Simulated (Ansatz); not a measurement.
**Zr: a sweep of LAPW's plane-wave cutoff**

One table from this session's results is given with a row withheld; the runs are named, their logs left out.

Program: Ansatz 0.2.0. Level of theory: DFT, PBE, all-electron LAPW, scalar-relativistic. These are calculated values, not measurements.

2 further runs of the same task are left out: 1 that didn't finish, 1 set aside as unsound or not needed.

### Starting point

The structure is cubic, space group Im-3m (No. 229). Conventional cell: a = 3.575 Å, b = 3.575 Å, c = 3.575 Å, α = 90.00°, β = 90.00°, γ = 90.00°. Zr (site symmetry m-3m) has 8 Zr at 3.10 Å as nearest neighbours.

As a file:

```cif
data_structure
_symmetry_space_group_name_H-M 'P 1'
_symmetry_Int_Tables_number 1
_cell_length_a 3.0959
_cell_length_b 3.0959
_cell_length_c 3.0959
_cell_angle_alpha 109.471
_cell_angle_beta 109.471
_cell_angle_gamma 109.471
_cell_volume 22.84
loop_
_atom_site_label
_atom_site_type_symbol
_atom_site_fract_x
_atom_site_fract_y
_atom_site_fract_z
_atom_site_occupancy
Zr1 Zr 0.00000 0.00000 0.00000 1
```

The structure (bcc type) was typed from a prototype and relaxed by PAW; whether it is the ground state wasn't tested.

The first run:

The input, input.yaml:

```yaml
crystal:
  lattice:
    - [-1.7874363924, 1.7874363924, 1.7874363924]
    - [1.7874363924, -1.7874363924, 1.7874363924]
    - [1.7874363924, 1.7874363924, -1.7874363924]
  atoms:
    - { symbol: Zr, position: [0.0, 0.0, 0.0] }
kpoints:
  mp_grid: { grid: [16, 16, 16] }
scf:
  occupations: { method: fermi_dirac, width: 0.05 }
hamiltonian:
  xc: pbe
  pseudopotentials: { kind: all_electron, lapw: { basis_error: 0.00025 } }
output:
  forces: true
  stress: true
  eigenvalues: true
basis:
  ecutwfc: 90
```

Started as:

```bash
ansatz run input.yaml --threads 1 --pin off --max-ram 2048MiB --backend cpu --events-out ev --progress --plain --runs-dir out
```

Steps of the session up to this table: With plane-wave cutoff typed as 90 eV; With plane-wave cutoff typed as 120 eV; With plane-wave cutoff typed as 150 eV; With plane-wave cutoff typed as 260 eV.

One table of the session follows, with a row left open; its other results are not shown here.

| cutoff (eV) | pressure (GPa) |
| --- | --- |
| 90 | 0.22 |
| 120 | 0.05 |
| 150 | ? |
| 260 | 0.02 |

**Question.** Estimate the row for cutoff (eV) = 150.

Worked estimate for «pressure (GPa)». A straight line through the neighbours (120, 0.05) and (260, 0.02) gives 0.05 + (0.02 − 0.05) × (150 − 120) / (260 − 120) = 0.04; a parabola fitted to 3 rows on both sides gives -0.06, of a sign that no row has.

As computed: pressure (GPa): 0.03. In «pressure (GPa)» the line misses by +0.01 and the parabola by -0.09. Between these rows the values bend or scatter more than so simple an estimate can follow.

Energies are those extrapolated to zero smearing.
